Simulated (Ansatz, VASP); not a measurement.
**BN in VASP and in Ansatz**

POSCAR

```
BN
1.0
    2.4655235381      0.0000000000      0.0000000000
   -1.2255759862      2.1393386411      0.0000000000
   -0.6199737759     -1.0696693205      2.9713006098
B N
1 1
Direct
    0.9796430000      0.9834990000      0.0018060000
    0.6685060000      0.3323850000      0.9849990000
```

Contents of INCAR.step1:

```
PREC = Accurate
ENCUT = 520
ISMEAR = 0
SIGMA = 0.01
LREAL = False
LASPH = True
NELM = 100
NBANDS = 11
GGA = PE
ALGO = Normal
EDIFF = 1E-4
LWAVE = True
LCHARG = False
```

The input INCAR.step2:

```
PREC = Accurate
ENCUT = 520
EDIFF = 1E-6
ISMEAR = 0
SIGMA = 0.01
LREAL = False
LASPH = True
NELM = 100
ALGO = Normal
ISIF = 2
LWAVE = False
LCHARG = False
METAGGA = R2SCAN
LMIXTAU = True
NBANDS = 11
ISTART = 1
```

Contents of KPOINTS:

```
Automatic mesh
0
Gamma
  10 10 6
```

Input for Ansatz:

```yaml
crystal:
  lattice:
    - [2.465523538115495, 0.0, 0.0]
    - [-1.225575986217106, 2.1393386410527797, 0.0]
    - [-0.6199737759491946, -1.0696693205263899, 2.971300609758635]
  atoms:
    - { symbol: B, position: [0.979643, 0.983499, 0.001806] }
    - { symbol: "N", position: [0.668506, 0.332385, 0.984999] }
basis:
  ecutwfc: 600.0
kpoints:
  mp_grid:
    grid: [10, 10, 6]
hamiltonian:
  xc: r2scan
scf:
  convergence:
    dr2_threshold: 1.0e-10
  occupations:
    method: fixed
output:
  stress: true
```

The cell comes from a database or a generator and needn't be the stable form of this composition.

Alike in both runs: task single point; functional r2SCAN; k mesh 10 × 10 × 6; no spin polarisation.

|  | VASP | Ansatz |
| --- | --- | --- |
| version | VASP 6.6.1 | Ansatz 0.2.0 |
| potentials or method | VASP PAW PBE potentials, release 64 (B, N) | plane waves, PAW |
| plane-wave cutoff (eV) | 520 | 600 |
| occupations | gaussian, width 0.01 eV | fixed |
| valence electrons in the cell | 8 | 8 |

VASP gave:

| Property | Result |
| --- | --- |
| pressure (GPa) | 16.6 |
| largest component of the traceless stress (GPa) | 12.21 |

Problem. Estimate Ansatz's values.

Solution. Pressure (GPa): 16.1; largest component of the traceless stress (GPa): 11.83.

Caveats: so large a pressure means that the cell lies far from this level's equilibrium, or that cutoff or potentials fall short (VASP); the potentials were made for another functional, which shifts forces and pressure (VASP). r2SCAN opens gaps a little over a GGA but as a rule still falls short of measured ones. A k mesh can miss the band edges.
